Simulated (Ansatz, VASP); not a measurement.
## PbSe (Clausthalite) in VASP and in Ansatz

```xyz
2
Lattice="0.0000 3.0606 3.0606 3.0606 0.0000 3.0606 3.0606 3.0606 0.0000" Properties=species:S:1:pos:R:3 pbc="T T T"
Pb    0.0000    0.0000    0.0000
Se    3.0606    3.0606    3.0606
```

Alike in both runs: task relaxation of cell and atoms; functional PBE; k mesh 8 × 8 × 8; occupations fermi-dirac, width 0.05 eV; no spin polarisation.

|  | VASP | Ansatz |
| --- | --- | --- |
| version | VASP 6.6.1 | Ansatz 0.2.0 |
| potentials or method | VASP PAW PBE potentials, release 64 (Pb_d, Se) | Ansatz PAW |
| plane-wave cutoff (eV) | 600 | 420 |
| valence electrons in the cell | 20 | 30 |

```csv
,VASP,Ansatz,Ansatz less VASP
"gap on the k mesh at the Fermi level, each at its own relaxed structure (eV)",0.44,0.43,-0.005
relaxed volume (Å³/atom),30.04,30.04,+0.002
relaxed cell length with the largest relative difference (Å),4.396,4.396,+0.0001
energy change over the relaxation (meV/atom),-10,-10,+0.1
```

The two sets of potentials don't hold the same shells in valence.

Caveats: spin-orbit coupling is left out, which as a rule narrows the gap of such compounds by several tenths of an eV; the plane-wave basis is chosen anew once the cell has moved, so the energies of steps on either side of that aren't comparable (Ansatz). A k mesh can miss the band edges. Zero-point motion and thermal expansion aren't in these numbers.
